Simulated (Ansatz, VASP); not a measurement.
**Te: VASP beside Ansatz**

The input INCAR:

```
SYSTEM = Te
ALGO     = Normal         ! electronic algorithm
EDIFF    = 1E-6           ! SCF threshold, eV
ENCUT    = 520            ! plane-wave cutoff, eV
GGA      = PS             ! functional
ISIF     = 2              ! what is computed and relaxed
ISMEAR   = -1             ! smearing method
LASPH    = .True.         ! aspherical terms in the spheres
LCHARG   = .False.        ! write CHGCAR
LREAL    = .False.        ! projectors in reciprocal space
LWAVE    = .False.        ! write WAVECAR
NBANDS   = 9              ! bands
NELM     = 60             ! most SCF steps
PREC     = Accurate       ! precision mode
SIGMA    = 0.1            ! smearing width, eV
```

KPOINTS

```
k-points
0
Gamma
  11 11 11
  0 0 0
```

POSCAR

```
Te
1.0
    3.2327617538      0.0000000000      0.0000000000
    0.0000000000      3.2327617538      0.0000000000
    0.0000000000      0.0000000000      3.2327617538
Te
1
Direct
    0.0000000000      0.0000000000      0.0000000000
```

Input for Ansatz:

```yaml
crystal:
  lattice:
    - [3.2327617538, 0.0, 0.0]
    - [0.0, 3.2327617538, 0.0]
    - [0.0, 0.0, 3.2327617538]
  atoms:
    - { symbol: Te, position: [0.0, 0.0, 0.0] }
hamiltonian:
  xc: pbesol
  pseudopotentials:
    kind: paw
    azcp:
      Te: "pseudopotentials/Te.paw.azcp"
basis:
  ecutwfc: 420
  fft_grid_basis: typed
kpoints:
  mp_grid: { grid: [11, 11, 11], shift: [0, 0, 0] }
magnetization:
  spin_polarized: false
scf:
  occupations: { method: fermi_dirac, width: 0.1 }
  lower_state_search: "off"
output:
  stress: true
```

Alike in both runs: task single point; functional PBEsol; k mesh 11 × 11 × 11; occupations fermi-dirac, width 0.1 eV; no spin polarisation.

|  | VASP | Ansatz |
| --- | --- | --- |
| version | VASP 6.6.1 | Ansatz 0.2.0 |
| potentials or method | VASP PAW PBE potentials, release 64 (Te) | plane waves (420 eV) with PAW, scalar-relativistic |
| plane-wave cutoff (eV) | 520 | 420 |
| valence electrons in the cell | 6 | 16 |

```csv
,VASP,Ansatz,Ansatz less VASP
pressure (GPa),-3.7,-3.7,0.00
```

The two sets of potentials don't hold the same shells in valence. Ansatz warned: «pseudo_functional_mismatch».

Caveats: the PAW data sets were made with another functional, which shifts forces and pressure a little (VASP). Spin-orbit coupling is left out, which matters for the levels of Te.
